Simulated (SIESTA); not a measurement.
## Sb under changes of volume

One of the cells (30.810 Å³/atom); the others are scaled copies at fixed shape and fractional positions:

```xyz
2
Lattice="2.1685 1.2520 3.7829 -2.1685 1.2520 3.7829 0.0000 -2.5039 3.7829" Properties=species:S:1:pos:R:3 pbc="T T T"
Sb    0.0000    0.0000    8.6989
Sb    0.0000    0.0000    2.6498
```

```yaml
Program: SIESTA 5.4.2
Functional: PBE
Potentials_or_basis: PseudoDojo 0.4 standard (PBE files)
Basis: DZP (energy shift 0.003 Ry; two zetas on semicore shells)
Grid_cutoff: 500 Ry
Energy_shift: 0.003 Ry
k_mesh: 8 × 8 × 8
Occupations: fermi-dirac, width 0.05 eV
Spin: no spin polarisation
```

| volume (Å³/atom) | energy over the lowest point (meV/atom) | pressure (GPa) | largest force (eV/Å) |
| --- | --- | --- | --- |
| 28.393 | 85.57 | 8.3 | 0.733 |
| 28.998 | 57.73 | 6.6 | 0.609 |
| 29.602 | 37.42 | 5.0 | 0.493 |
| 30.810 | 9.81 | 2.4 | 0.277 |
| 31.414 | ? | ? | ? |
| 32.018 | 0.00 | 0.3 | 0.092 |

Question: What does the run at 31.414 Å³/atom give?

Answer: Energy over the lowest point 2.91 meV/atom; pressure 1.3 GPa; largest force 0.182 eV/Å.

Worked out: A Birch-Murnaghan fit of order 3 (a polynomial in V^(-2/3)) to the other rows has its minimum at 32.27 Å³/atom, just outside them, with B0 = V·E''(V) = 45 GPa and B' = 5.1 at fixed shape and positions, which overstates the stiffness. It gives 3.08 meV/atom at 31.414 Å³/atom, against the run's 2.91, and -dE/dV = 1.3 GPa, against 1.3.

Energies are extrapolated to zero smearing.

Caveats: the basis of atomic orbitals isn't converged, which shifts pressures, moduli and gaps.
